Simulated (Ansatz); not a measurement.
# Sn (Im-3m) in Ansatz: reference runs

How does Sn come out in PBE? The cell is run as given and disturbed.

Program: Ansatz 0.2.0. These are calculated values, not measurements. Logs are shortened: lines on timing, memory, paths and dates and some standing lists are left out, and cuts for length are marked.

**1. The crystal as given**

The structure is cubic, space group Im-3m (No. 229). The conventional cell has a = 3.789 Å, b = 3.789 Å, c = 3.789 Å, α = 90.00°, β = 90.00°, γ = 90.00°. Around Sn (site symmetry m-3m) lie 8 Sn at 3.28 Å.

This isn't the form of Sn at room conditions, which is tetragonal (white tin).

**2. Single point, PBE**

Input file input.yaml:

```yaml
crystal:
  lattice:
    - [-1.8946518192, 1.8946518192, 1.8946518192]
    - [1.8946518192, -1.8946518192, 1.8946518192]
    - [1.8946518192, 1.8946518192, -1.8946518192]
  atoms:
    - { symbol: Sn, position: [0.0, 0.0, 0.0] }
kpoints:
  mp_grid: { grid: [10, 10, 10] }
scf:
  occupations: { method: fermi_dirac, width: 0.05 }
hamiltonian:
  xc: pbe
  pseudopotentials: { kind: all_electron, lapw: { basis_error: 0.001 } }
output:
  forces: true
  stress: true
  eigenvalues: true
  populations: true
```

Potentials or basis: all-electron LAPW, scalar-relativistic.

On the command line:

```bash
$ ansatz run input.yaml --threads 1 --pin off --max-ram 3072MiB --backend cpu --events-out ev --progress --plain --runs-dir out
```

Standard output:

```text
Warning: RAYON_NUM_THREADS=1 ignored (pool sized by the plan → 1); use --threads N
Sn: projections on atomic orbitals take those of the free atom 1s2 2s2 2p6 3s2 3p6 3d10 4s2 4p6 4d10 5s2 5p2, of charge +0.00 (hamiltonian.pseudopotentials.projection_atoms)
LAPW: plane waves up to 6.698 Å⁻¹, error target 1.0e-3 eV per atom; small_component_spin mean_spin; Sn in spheres of 1.641 Å, 22 of its electrons in bands, Dirac shells [] (how accurate: hamiltonian.pseudopotentials.lapw.basis_error, Limitations)
Engine: ansatz 0.2.0, aarch64-unknown-linux-gnu
Pseudopotentials: kind: all_electron
Pseudopotential: Sn, LAPW, valence charge 22, lapw/all_electron/scalar/gaussian/Sn, Koelling and Harmon's equation, gaussian nucleus
Functional definition: PBE
  parameter kappa = 0.804
  parameter beta = 0.06672455060314922
  exchange = pbe_x(kappa = kappa, mu = beta*pi^2/3)
  correlation = pbe_c(beta = beta)
Crystal: 1 atoms, lattice volume = 27.205 Å³
Basis set: ecut = 170.94114403475268 eV, 141 PW (Γ), exchange–correlation at level 2
Bands: 15, of which v1, the nominal top of the filled ones, is band 11 counted from 1 (10 counted from 0)
Symmetry: 48 space group operations
Space group: Im-3m (ITA 229), of the structure as read, at distance tolerance 3.0e-5 Å
k-points: 47 of 1000
Non-local potential: Sn, projectors of the file, none
Initial density: superposition of atomic densities (chi_scale 0.1, normalization cell)
Initial wavefunctions: plane waves of lowest kinetic energy (no species holds an atomic orbital)
Functional: x = pbe(κ = 0.804, μ = 0.2195149727645171), c = pbe(β = 0.06672455060314922)
iter 1 solved again at ethr=1.90e-5 eV; its pass at ethr=1.00e-1 eV (dr2=4.18e-3 eV) is discarded
SCF iter   1: F=—  HF=-168089.363965 eV  |F-HF|=—  |Δ(HF+E_count)|=         —  Δρ=4.99e-3  dr2=4.22e-3  ethr=1.90e-5  ⟨swp⟩=3.8  Hψ=5193  notcnv=0
preconditioner: auto → Kerker (q_TF=auto, 2.633 Å⁻¹)  [metal: Δε(μ)=0.074 eV  Ē_g=22.976 eV  σ=0.050 eV  W_gap=0.33  n_scr=12 (ndim 8)  ℏωp=26.6 eV  f_vac=0.000  D(μ)=0.88/eV (n_scr^D=12)]
SCF iter   2: F=—  HF=-168089.351390 eV  |F-HF|=—  |Δ(HF+E_count)|=   1.26e-2  Δρ=2.93e-3  dr2=1.64e-3  ethr=1.90e-5  ⟨swp⟩=2.0  Hψ=2029  notcnv=0
SCF iter   3: F=—  HF=-168089.350661 eV  |F-HF|=—  |Δ(HF+E_count)|=   7.29e-4  Δρ=1.60e-3  dr2=5.88e-4  ethr=7.45e-6  ⟨swp⟩=2.0  Hψ=2028  notcnv=0
SCF iter   4: F=—  HF=-168089.350713 eV  |F-HF|=—  |Δ(HF+E_count)|=   5.21e-5  Δρ=7.27e-4  dr2=1.52e-4  ethr=2.67e-6  ⟨swp⟩=2.0  Hψ=2030  notcnv=0
iter 5 solved again at ethr=4.06e-8 eV; its pass at ethr=6.90e-7 eV (dr2=8.93e-6 eV) is discarded
SCF iter   5: F=—  HF=-168089.350803 eV  |F-HF|=—  |Δ(HF+E_count)|=   9.02e-5  Δρ=1.50e-4  dr2=8.90e-6  ethr=4.06e-8  ⟨swp⟩=2.0  Hψ=3474  notcnv=0
SCF iter   6: F=—  HF=-168089.350804 eV  |F-HF|=—  |Δ(HF+E_count)|=   1.04e-6  Δρ=5.09e-5  dr2=7.62e-7  ethr=4.05e-8  ⟨swp⟩=2.0  Hψ=2028  notcnv=0
SCF iter   7: F=-168089.350804 eV  HF=-168089.350804 eV  |F-HF|=1.98e-8  |Δ(HF+E_count)|=   1.84e-7  Δρ=1.17e-5  dr2=3.99e-8  ethr=3.46e-9  ⟨swp⟩=2.0  Hψ=2028  notcnv=0
SCF 1 converged in 7 iterations: F = -168089.350804 eV  dr2 = 3.99e-8
SCF converged after 7 iterations
Free energy (F): -168089.350804 eV
Harris-Foulkes:  -168089.350804 eV  (|F-HF|=1.98e-8)
Internal energy: -168089.343516 eV  (E = F + TS)
E sigma→0 (E₀):  -168089.347160 eV
Entropy (-TS):   -0.007289 eV (-7.289 meV/atom)
Fermi energy:    13.753065 eV
--- Per-component energies (eV) ---
  E_band       = -700.410975
  E_kinetic    = 176783.522853
  E_xc         = -4497.547222
  E_electrostatic = -340375.319147  (all electrons and nuclei)
  E_smearing   = -0.007289  (= −TS)
  E_closure    = 0.000000  (closes the sum)
  E_atoms      = -168085.610346  (free atoms, spherical and without spin; not in F)
  Σ components = -168089.350804   (vs F -168089.350804, Δ=0.00e0)
  Basis errors (estimates in eV, not in F): energy 2.4e-4 per atom: plane waves 2.4e-4 (1.2e-4 summed), levels above the bands 1.0e-92, relativity 3.8e-8, radial functions 2.8e-6, core shells 2.1e-10; eigenvalues (radial functions only) 1.3e-5; not estimated: angular momenta, meshes, grids; target (lapw.basis_error) 1.0e-3; muffin-tin radii Sn 1.641 Å
--- Forces (eV/Å), atoms counted from 1 ---
  atom   1  Sn    -0.00000000     0.00000000    -0.00000000
  max |Σ_I F_I| component: 2.30e-31 eV/Å
--- Stress (GPa, compression-positive) ---
        0.634516       0.000000      -0.000000
        0.000000       0.634516      -0.000000
       -0.000000      -0.000000       0.634516
  P = ⅓ Tr σ = 0.6345 GPa (6.345 kbar)
--- Band table (eV; the first three rows and the last of 47) ---
  k-point 0: bands = ["-115.6994", "-71.4816", "-71.4816", "-71.4816", "-7.7924", "-7.7924", "-7.7924", "-7.6548", "-7.6548", "2.7014", "21.7426", "21.7426", "21.7426", "25.8745", "25.8745"]
  k-point 1: bands = ["-115.6994", "-71.4819", "-71.4817", "-71.4816", "-7.7967", "-7.7860", "-7.7717", "-7.6597", "-7.6554", "2.9193", "20.0086", "20.9528", "21.4559", "24.3002", "24.6261"]
  k-point 2: bands = ["-115.6993", "-71.4827", "-71.4820", "-71.4815", "-7.8080", "-7.7727", "-7.7172", "-7.6697", "-7.6570", "3.5740", "16.8669", "19.5842", "20.7292", "23.1246", "23.4752"]
  k-point 46: bands = ["-115.6990", "-71.4843", "-71.4843", "-71.4843", "-7.8123", "-7.8123", "-7.5917", "-7.5917", "-7.5917", "11.3074", "13.3053", "13.3053", "13.3053", "17.6131", "17.6131"]
--- Löwdin populations: 1 site ---
  site symbol       q [e]
     0     Sn     49.9695
  spilling = 0.000610 (of n_electrons = 50.000000)
```

Wall time 4.2 s (1 thread of Arm Neoverse V1, shared host); peak memory 0.23 GiB.

Results:

```yaml
Free_energy: -168089.3508 eV
Pressure: 0.6 GPa
Band_gap_on_the_k_mesh: none (metal or under the smearing width)
```

Levels at points of the mesh, in eV from the Fermi level:
```tsv
k point	band 9	band 10	band 11	band 12	band 13	band 14
(0.00, 0.00, 0.00)	-21.41	-11.05	7.99	7.99	7.99	12.12
(0.00, 0.00, -0.50)	-21.32	-6.38	-4.39	3.63	5.47	7.97
(-0.50, -0.50, -0.50)	-21.34	-2.45	-0.45	-0.45	-0.45	3.86
```

**3. Single point, PBE (cell strained at random at fixed volume)**

Input file input.yaml:

```yaml
crystal:
  lattice:
    - [-1.87793, 1.898398, 1.910248]
    - [1.894618, -1.869807, 1.898345]
    - [1.887405, 1.879282, -1.881657]
  atoms:
    - { symbol: Sn, position: [0.0096, 0.006309, -0.003259] }
kpoints:
  mp_grid: { grid: [10, 10, 10] }
scf:
  occupations: { method: fermi_dirac, width: 0.05 }
hamiltonian:
  xc: pbe
  pseudopotentials: { kind: all_electron, lapw: { basis_error: 0.001 } }
output:
  forces: true
  stress: true
  eigenvalues: true
  populations: true
```

Potentials or basis: all-electron LAPW, scalar-relativistic.

On the command line:

```bash
$ ansatz run input.yaml --threads 1 --pin off --max-ram 3072MiB --backend cpu --events-out ev --progress --plain --runs-dir out
```

Standard output:

```text
Warning: RAYON_NUM_THREADS=1 ignored (pool sized by the plan → 1); use --threads N
Sn: projections on atomic orbitals take those of the free atom 1s2 2s2 2p6 3s2 3p6 3d10 4s2 4p6 4d10 5s2 5p2, of charge +0.00 (hamiltonian.pseudopotentials.projection_atoms)
LAPW: plane waves up to 6.754 Å⁻¹, error target 1.0e-3 eV per atom; small_component_spin mean_spin; Sn in spheres of 1.631 Å, 22 of its electrons in bands, Dirac shells [] (how accurate: hamiltonian.pseudopotentials.lapw.basis_error, Limitations)
Engine: ansatz 0.2.0, aarch64-unknown-linux-gnu
Pseudopotentials: kind: all_electron
Pseudopotential: Sn, LAPW, valence charge 22, lapw/all_electron/scalar/gaussian/Sn, Koelling and Harmon's equation, gaussian nucleus
Functional definition: PBE
  parameter kappa = 0.804
  parameter beta = 0.06672455060314922
  exchange = pbe_x(kappa = kappa, mu = beta*pi^2/3)
  correlation = pbe_c(beta = beta)
Crystal: 1 atoms, lattice volume = 27.205 Å³
Basis set: ecut = 173.81951148378894 eV, 141 PW (Γ), exchange–correlation at level 2
Bands: 15, of which v1, the nominal top of the filled ones, is band 11 counted from 1 (10 counted from 0)
Symmetry: 2 space group operations
Space group: P-1 (ITA 2), of the structure as read, at distance tolerance 3.0e-5 Å
k-points: 504 of 1000
Non-local potential: Sn, projectors of the file, none
Initial density: superposition of atomic densities (chi_scale 0.1, normalization cell)
Initial wavefunctions: plane waves of lowest kinetic energy (no species holds an atomic orbital)
Functional: x = pbe(κ = 0.804, μ = 0.2195149727645171), c = pbe(β = 0.06672455060314922)
iter 1 solved again at ethr=2.09e-5 eV; its pass at ethr=1.00e-1 eV (dr2=4.59e-3 eV) is discarded
SCF iter   1: F=—  HF=-168089.364579 eV  |F-HF|=—  |Δ(HF+E_count)|=         —  Δρ=5.15e-3  dr2=4.63e-3  ethr=2.09e-5  ⟨swp⟩=3.6  Hψ=55204  notcnv=0
preconditioner: auto → Kerker (q_TF=auto, 2.633 Å⁻¹)  [metal: Δε(μ)=0.016 eV  Ē_g=22.964 eV  σ=0.050 eV  W_gap=0.08  n_scr=12 (ndim 8)  ℏωp=26.6 eV  f_vac=0.000  D(μ)=0.85/eV (n_scr^D=12)]
SCF iter   2: F=—  HF=-168089.352008 eV  |F-HF|=—  |Δ(HF+E_count)|=   1.26e-2  Δρ=3.03e-3  dr2=1.81e-3  ethr=2.09e-5  ⟨swp⟩=2.0  Hψ=21746  notcnv=0
SCF iter   3: F=—  HF=-168089.351257 eV  |F-HF|=—  |Δ(HF+E_count)|=   7.51e-4  Δρ=1.66e-3  dr2=6.52e-4  ethr=8.23e-6  ⟨swp⟩=2.0  Hψ=21741  notcnv=0
SCF iter   4: F=—  HF=-168089.351303 eV  |F-HF|=—  |Δ(HF+E_count)|=   4.64e-5  Δρ=7.52e-4  dr2=1.68e-4  ethr=2.96e-6  ⟨swp⟩=2.0  Hψ=21741  notcnv=0
iter 5 solved again at ethr=4.28e-8 eV; its pass at ethr=7.64e-7 eV (dr2=9.43e-6 eV) is discarded
SCF iter   5: F=—  HF=-168089.351398 eV  |F-HF|=—  |Δ(HF+E_count)|=   9.46e-5  Δρ=1.54e-4  dr2=9.39e-6  ethr=4.28e-8  ⟨swp⟩=2.0  Hψ=37196  notcnv=0
SCF iter   6: F=—  HF=-168089.351399 eV  |F-HF|=—  |Δ(HF+E_count)|=   9.32e-7  Δρ=5.33e-5  dr2=8.17e-7  ethr=4.27e-8  ⟨swp⟩=2.0  Hψ=21740  notcnv=0
SCF iter   7: F=-168089.351399 eV  HF=-168089.351399 eV  |F-HF|=1.91e-8  |Δ(HF+E_count)|=   2.17e-7  Δρ=1.18e-5  dr2=4.03e-8  ethr=3.72e-9  ⟨swp⟩=2.0  Hψ=21740  notcnv=0
SCF 1 converged in 7 iterations: F = -168089.351399 eV  dr2 = 4.03e-8
SCF converged after 7 iterations
Free energy (F): -168089.351399 eV
Harris-Foulkes:  -168089.351399 eV  (|F-HF|=1.91e-8)
Internal energy: -168089.344335 eV  (E = F + TS)
E sigma→0 (E₀):  -168089.347867 eV
Entropy (-TS):   -0.007065 eV (-7.065 meV/atom)
Fermi energy:    13.745461 eV
--- Per-component energies (eV) ---
  E_band       = -700.419595
  E_kinetic    = 176783.526725
  E_xc         = -4497.548180
  E_electrostatic = -340375.322880  (all electrons and nuclei)
  E_smearing   = -0.007065  (= −TS)
  E_closure    = 0.000000  (closes the sum)
  E_atoms      = -168085.610346  (free atoms, spherical and without spin; not in F)
  Σ components = -168089.351399   (vs F -168089.351399, Δ=0.00e0)
  Basis errors (estimates in eV, not in F): energy 2.5e-4 per atom: plane waves 2.5e-4 (1.3e-4 summed), levels above the bands 4.5e-92, relativity 3.5e-8, radial functions 2.5e-6, core shells 2.6e-10; eigenvalues (radial functions only) 1.2e-5; not estimated: angular momenta, meshes, grids; target (lapw.basis_error) 1.0e-3; muffin-tin radii Sn 1.631 Å
--- Forces (eV/Å), atoms counted from 1 ---
  atom   1  Sn     0.00000000     0.00000000     0.00000000
  max |Σ_I F_I| component: 0.00e0 eV/Å
--- Stress (GPa, compression-positive) ---
        0.499743       0.161090       0.163581
        0.161090       0.446302       0.148000
        0.163581       0.148000       0.976099
  P = ⅓ Tr σ = 0.6407 GPa (6.407 kbar)
--- Band table (eV; the first three rows and the last of 504) ---
  k-point 0: bands = ["-115.6997", "-71.4827", "-71.4822", "-71.4806", "-7.8009", "-7.7953", "-7.7823", "-7.6570", "-7.6529", "2.7008", "21.5510", "21.7822", "21.8753", "25.7642", "25.8872"]
  k-point 1: bands = ["-115.6997", "-71.4830", "-71.4822", "-71.4808", "-7.8006", "-7.7885", "-7.7673", "-7.6576", "-7.6573", "2.9187", "19.9860", "20.9146", "21.4716", "24.2920", "24.5745"]
  k-point 2: bands = ["-115.6996", "-71.4838", "-71.4822", "-71.4812", "-7.8116", "-7.7737", "-7.7162", "-7.6669", "-7.6582", "3.5732", "16.8594", "19.5479", "20.6958", "23.0963", "23.4294"]
  k-point 503: bands = ["-115.6993", "-71.4853", "-71.4850", "-71.4836", "-7.8140", "-7.8114", "-7.6006", "-7.5895", "-7.5857", "11.3076", "13.1792", "13.3276", "13.4121", "17.5820", "17.6488"]
--- Löwdin populations: 1 site ---
  site symbol       q [e]
     0     Sn     49.9695
  spilling = 0.000610 (of n_electrons = 50.000000)
```

Run time: 33 s. Hardware: 1 thread of Arm Neoverse V1, shared host; peak memory 0.5 GiB.

Results:

```
Free energy            : -168089.3514 eV
Pressure               : 0.6 GPa
Band gap on the k mesh : none (metal or under the smearing width)
```

Stress tensor (GPa, compression positive):
```
0.50 0.16 0.16
0.16 0.45 0.15
0.16 0.15 0.98
```
